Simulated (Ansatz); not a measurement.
# AlN: a relaxation

Wanted: a converged relaxation for AlN, and a check of what comes out. The structure is shown as the input types it.

Computed with Ansatz 0.2.0 (DFT, PBEsol, PAW with Ansatz's default frozen-core files, scalar-relativistic; relaxation of cell and atoms, unless a step's input says otherwise).

**1. The starting structure**

Symmetry: F-43m, No. 216, cubic system. Conventional cell: a = 4.368 Å, b = 4.368 Å, c = 4.368 Å, α = 90.00°, β = 90.00°, γ = 90.00°. Al (site symmetry -43m) is surrounded by 4 N at 1.89 Å. N (site symmetry -43m) has 4 Al at 1.89 Å as nearest neighbours.

Structure file:

```
CELL_PARAMETERS angstrom
0.00000 2.18399 2.18399
2.18399 0.00000 2.18399
2.18399 2.18399 0.00000
ATOMIC_POSITIONS crystal
Al 0.00000 0.00000 0.00000
N 0.25000 0.25000 0.25000
```

**2. The calculation**

Contents of input.yaml:

```yaml
crystal:
  lattice:
    - [0.0, 2.1839935596, 2.1839935596]
    - [2.1839935596, 0.0, 2.1839935596]
    - [2.1839935596, 2.1839935596, 0.0]
  atoms:
    - { symbol: Al, position: [0.0, 0.0, 0.0], spin: 2.0 }
    - { symbol: "N", position: [0.25, 0.25, 0.25] }
kpoints:
  mp_grid: { grid: [8, 8, 8] }
scf:
  occupations: { method: fixed }
  max_iter: 60
hamiltonian:
  xc: pbesol
  pseudopotentials: { kind: paw }
relax:
  f_tol: 0.002
  max_steps: 80
  cell: {}
output:
  forces: true
  stress: true
```

Command:

```
$ ansatz run input.yaml --threads 1 --pin off --max-ram 3072MiB --backend cpu --events-out ev --progress --plain --runs-dir out
```

The log of the run:

```text
Error: inconsistent input (magnetization.spin_polarized): false but per-atom `spin:`, `per_species`, `initial_magnetization`, `magnetic_field`, or `spin_locking` is set
```

It took 0.03 s on 1 thread of Arm Neoverse V1, shared host; peak memory 0.031 GiB.

**3. What went wrong**

Nothing was computed: the input was turned down at the start. Its message: «inconsistent input (magnetization.spin_polarized): false but per-atom `spin:`, `per_species`, `initial_magnetization`, `magnetic_field`, or `spin_locking` is set»

Starting moments are given, but spin polarisation is off.

Remedy: make the spin settings agree.

**4. Again, with the input mended**

Other changes include kpoints.mp_grid, scf.occupations, scf.max_iter.

Changes to input.yaml since step 2:

```diff
@@ -6,9 +6,8 @@
   atoms:
-    - { symbol: Al, position: [0.0, 0.0, 0.0], spin: 2.0 }
+    - { symbol: Al, position: [0.0, 0.0, 0.0] }
     - { symbol: "N", position: [0.25, 0.25, 0.25] }
 kpoints:
-  mp_grid: { grid: [8, 8, 8] }
+  mp_grid: { grid: [16, 16, 16] }
 scf:
-  occupations: { method: fixed }
-  max_iter: 60
+  occupations: { method: fermi_dirac, width: 0.08 }
 hamiltonian:
```

Command:

```
$ ansatz run input.yaml --threads 1 --pin off --max-ram 3072MiB --backend cpu --events-out ev --progress --plain --runs-dir out
```

The main lines of its log:

```text
[...]
Basis set: ecut = 420 eV, 411 PW (Γ), exchange–correlation on 48×48×48 points (8 copies of the dense FFT grid, shifted against one another)
[...]
k-points: 145 of 4096 (time reversal used)
[...]
SCF iter   1: F=—  HF=-905.919496 eV  |F-HF|=—  |Δ(HF+E_count)|=         —  Δρ=9.91e-3  dr2=2.19e-2  ethr=1.77e-3  ⟨swp⟩=4.6  Hψ=8381  notcnv=0
preconditioner: auto → none  [insulator: Δε(μ)=3.050 eV  Ē_g=15.237 eV  σ=0.080 eV  W_gap=1.00  n_scr=0 (ndim 8)  ℏωp=23.0 eV  f_vac=0.000  D(μ)=0.00/eV (n_scr^D=0)  ε∞_Penn≈3.3]
SCF iter   2: F=—  HF=-905.914024 eV  |F-HF|=—  |Δ(HF+E_count)|=   5.47e-3  Δρ=4.19e-3  dr2=2.83e-3  ethr=2.73e-4  ⟨swp⟩=2.7  Hψ=3102  notcnv=0
[...]
relax step   1: F+E_penalty+E_count = -905.91317865 eV  Δ(F+E_penalty+E_count) = +0.000e0 eV  max|allowed force component| = 2.220e-16 eV/Å  Δτ_max = 0.0000 Å  P = +1.348 GPa  Ω = 20.835 Å³  (6 SCF iters, dr2 threshold 1.00e-7 eV, accepted)
[...]
relax step   2: F+E_penalty+E_count = -905.91338367 eV  Δ(F+E_penalty+E_count) = -2.050e-4 eV  max|allowed force component| = 1.388e-16 eV/Å  Δτ_max = 0.0000 Å  P = +0.660 GPa  Ω = 20.903 Å³  energy of the carried Pulay correction = -2.232e-4 eV  (4 SCF iters,
[...]
relax step   3: F+E_penalty+E_count = -905.91330579 eV  Δ(F+E_penalty+E_count) = +7.789e-5 eV  max|allowed force component| = 9.946e-17 eV/Å  Δτ_max = 0.0000 Å  P = +0.006 GPa  Ω = 20.969 Å³  energy of the carried Pulay correction = -4.378e-4 eV  (4 SCF iters,
[...]
SCF iter   4: F=—  HF=-905.913750 eV  |F-HF|=—  |Δ(HF+E_count)|=   1.64e-9  Δρ=6.38e-7  dr2=2.45e-11  ethr=3.48e-11  ⟨swp⟩=2.2  Hψ=1679  notcnv=0
SCF iter   5: F=-905.913750 eV  HF=-905.913750 eV  |F-HF|=6.82e-13  |Δ(HF+E_count)|=  2.21e-11  Δρ=1.02e-7  dr2=1.11e-12  ethr=1.00e-12  ⟨swp⟩=5.0  Hψ=3798  notcnv=0
[...]
relax step   4: F+E_penalty+E_count = -905.91375031 eV  Δ(F+E_penalty+E_count) = -4.445e-4 eV  max|allowed force component| = 1.064e-16 eV/Å  Δτ_max = 0.0000 Å  P = +0.044 GPa  Ω = 20.969 Å³  stress off target by 4.36e-2 GPa  SCF on the basis re-selected at th
[...]
SCF converged after 5 iterations
Free energy (F): -905.913750 eV
[...]
E sigma→0 (E₀):  -905.913750 eV
Fermi energy:    8.528875 eV
[...]
  P = ⅓ Tr σ = 0.0436 GPa (0.436 kbar)
--- Relaxed structure (3 steps of the walk, 3 accepted, 1 SCFs on fresh bases) ---
[...]
```

Run time: 9.5 s. Hardware: 1 thread of Arm Neoverse V1, shared host; peak memory 0.31 GiB.

**5. Results**

```
                           quantity                              value
                          first try                            refused
                              cause  moments without spin polarisation
                         second try                          converged
energy (zero set by the potentials)                       -905.9138 eV
                           pressure                           0.04 GPa
                    gap on the mesh                            3.19 eV
                      largest force                         0.000 eV/Å
```

In words: The second try converges.
